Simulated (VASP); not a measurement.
# W: convergence, energy along a vibration (SMASS = -2)

W, Fm-3m (no. 225), atoms displaced along the mode, 2 atoms in the cell. PBEsol, energy along a line of displacements; PAW potentials W_sv (PBE set). VASP 6.6.1.

Wanted: harmonic frequency within 1 %.

Space group without the displacement: Fm-3m (no. 225); Mode: transverse mode at X.

POSCAR of the starting run:
```
W
1.0
    2.0300000000      2.0300000000      0.0000000000
   -2.0300000000      2.0300000000      0.0000000000
    0.0000000000      0.0000000000      4.0600000000
W
2
Direct
   -0.0098522167      0.0098522167      0.0000000000
    0.5098522167      0.4901477833      0.5000000000

    0.0100000000   0.0000000000   0.0000000000
   -0.0100000000   0.0000000000   0.0000000000
```

The series start from k mesh: 7 × 7 × 5; Cutoff (eV): 300; Step along the mode (Å): 0.02; Electronic threshold (eV): 1e-7. Each series keeps the choices made before it, and each single choice may use up half of a tolerance.

## k mesh

| k mesh | Harmonic frequency (THz) | Time (s) |
|---|---|---|
| 3 × 3 × 2 | 3.486 | 14 |
| 4 × 4 × 3 | -3.003 | 21 |
| 5 × 5 × 4 | 2.628 | 32 |
| 7 × 7 × 5 | 2.432 | 68 |
| 8 × 8 × 6 | 2.343 | 92 |
| 10 × 10 × 8 | 2.69 | 188 |
| 13 × 13 × 10 (reference) | 2.719 | 413 |

## Cutoff (eV)

| Cutoff (eV) | Harmonic frequency (THz) | Time (s) |
|---|---|---|
| 160 | 0.8157 | 197 |
| 200 | 2.764 | 293 |
| 230 | 2.724 | 291 |
| 260 | 2.713 | 402 |
| 300 | 2.719 | 413 |
| 340 (reference) | 2.721 | 594 |

## Electronic threshold (eV)

| Electronic threshold (eV) | Harmonic frequency (THz) | Time (s) |
|---|---|---|
| 0.001 | 2.722 | 203 |
| 0.0001 | 2.723 | 229 |
| 1e-5 | 2.722 | 252 |
| 1e-6 | 2.723 | 308 |
| 1e-7 | 2.722 | 330 |
| 1e-8 (reference) | 2.722 | 350 |

## Question

The rows run from the loosest to the tightest. For each series: choose the loosest value from which every tighter one stays within half of the tolerance.

## Answer

- k mesh: 13 × 13 × 10, the tightest run, since the next looser one is off by more than half of the tolerance (convergence isn't shown beyond it)
- Cutoff (eV): 230
- Electronic threshold (eV): 0.001

Also changed on the way, by series that aren't shown: Step along the mode (Å): 0.04.

## All choices together

| Input | Harmonic frequency (THz) | Time (s) |
|---|---|---|
| defaults on a coarse mesh (naive) | -2.539 | 4.6 |
| chosen settings | 2.722 | 203 |
| reference settings throughout | 2.72 | 545 |

The chosen settings stay within the tolerance of the reference run, but the reference itself isn't shown to be converged in: k mesh.

## The input

INCAR:
```
SYSTEM = W
  GGA = PS
  PREC = Accurate
  ENCUT = 230
  EDIFF = 0.001
  ALGO = Normal
  LREAL = .False.
  LASPH = .True.
  ISMEAR = 1
  SIGMA = 0.15
  ISYM = 0
  LWAVE = .False.
  LCHARG = .False.
  IBRION = 0
  SMASS = -2
  POTIM = 1
  NSW = 9
  NELMIN = 4
  IWAVPR = 11
  KPAR = 2
```

KPOINTS:
```
Automatic mesh
0
Gamma
  13 13 10
  0 0 0
```

POSCAR:
```
W
1.0
    2.0300000000      2.0300000000      0.0000000000
   -2.0300000000      2.0300000000      0.0000000000
    0.0000000000      0.0000000000      4.0600000000
W
2
Direct
   -0.0197044335      0.0197044335      0.0000000000
    0.5197044335      0.4802955665      0.5000000000

    0.0200000000   0.0000000000   0.0000000000
   -0.0200000000   0.0000000000   0.0000000000
```

Commands:
```
cat potpaw_PBE.64/W_sv/POTCAR > POTCAR
mpirun -np 2 vasp_std > vasp.out
```

Limits: NELMIN = 4 forces that many electronic steps, so a loose EDIFF looks better here than it is.

The chosen input took VASP 6.6.1 203 s on 2 cores (AMD EPYC 7R43 (Zen 3)), a shared host.
